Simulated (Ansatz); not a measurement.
Consider a crystal of TiC in space group P6/mmm (No. 191), with Ti on 2c; C on 2d.

Computed with DFT PBE, scalar-relativistic, plane waves, PAW (Ansatz 0.2.0). Cutoff 420 eV, Γ-centred mesh, Gaussian smearing, collinear spin.

The zero of energy is the elements' standard structures at the same level; no fitted shifts are applied.

Task: Which cell and coordinates does it relax to?

Result:

Space group P6/mmm (No. 191). a = 4.316 Å, b = 4.316 Å, c = 4.203 Å, α = 90.00°, β = 90.00°, γ = 120.00°
| atom | site | symmetry | x | y | z |
| --- | --- | --- | --- | --- | --- |
| Ti | 2c | -6m2 | 0.3333 | 0.6667 | 0.0000 |
| C | 2d | -6m2 | 0.3333 | 0.6667 | 0.5000 |

Around Ti lie 2 C at 2.10 Å and 3 Ti at 2.49 Å; C has 2 Ti at 2.10 Å and 3 C at 2.49 Å. Another local minimum with the same sites may exist.

Task: Where does its energy lie, and is it a metal?

Result: The energy over the elements is +2.20 eV/atom and the gap on the 12×12×12 mesh of the 4-atom cell is 0 eV (a metal). The net moment per atom is 0.45 μB and the moment by site is Ti 0.6 (×2) μB. It can't be a ground state, since the elements alone are lower.

The last run used collinear spin and Gaussian smearing of 0.10 eV. The reference form of C is held partly by dispersion forces, which this level lacks. Another magnetic order may lie lower. A structure relaxed within its symmetry needn't be a true minimum. Another cell of TiC relaxed alike but without spin, in Fm-3m, lies 3.03 eV/atom lower, so this cell isn't the stable form at this level. Site moments count only spheres around the atoms; the net moment includes the space between them.
